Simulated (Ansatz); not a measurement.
# Sb under changes of volume

One of the cells (29.904 Å³/atom); the others are scaled copies at fixed shape and fractional positions:

```
Sb
1.0
     3.12240    0.00000    0.00000
     0.00000    4.34752    0.00000
    -0.03891    0.00000    4.40585
Sb
2
Direct
  0.01139 0.25000 0.24117
  0.98861 0.75000 0.75883
```

This isn't the form of Sb at room conditions, which is rhombohedral.

- Program: Ansatz 0.2.0
- Functional: PBEsol
- Potentials or basis: Ansatz PAW
- Cutoff: 420 eV (not typed: the program's choice for these potentials)
- k mesh: 9 × 6 × 6
- Occupations: fermi-dirac, width 0.05 eV
- Spin: no spin polarisation

| volume (Å³/atom) | energy over the lowest point (meV/atom) | pressure (GPa) | largest force (eV/Å) |
| --- | --- | --- | --- |
| 28.110 | 2.58 | 1.4 | 0.139 |
| 28.708 | 0.00 | 0.1 | 0.103 |
| 29.306 | 2.18 | -1.1 | 0.071 |
| 29.904 | 8.59 | -2.2 | 0.045 |
| 30.502 | ? | ? | ? |
| 31.100 | 32.17 | -4.0 | 0.039 |
| 31.698 | 48.57 | -4.8 | 0.057 |

Q: What does the run at 30.502 Å³/atom give?

A: Energy over the lowest point 18.72 meV/atom; pressure -3.2 GPa; largest force 0.032 eV/Å.

Worked out: A Birch-Murnaghan fit of order 3 (a polynomial in V^(-2/3)) to the other rows has its minimum at 28.72 Å³/atom with B0 = V·E''(V) = 61 GPa and B' = 4.8 at fixed shape and positions, which overstates the stiffness. It gives 18.72 meV/atom at 30.502 Å³/atom, against the run's 18.72, and -dE/dV = -3.2 GPa, against -3.2.

Energies are extrapolated to zero smearing.

Caveats: the PAW data sets come from PBE, with cores solved anew for the run's functional, which leaves a small shift of forces and pressure.
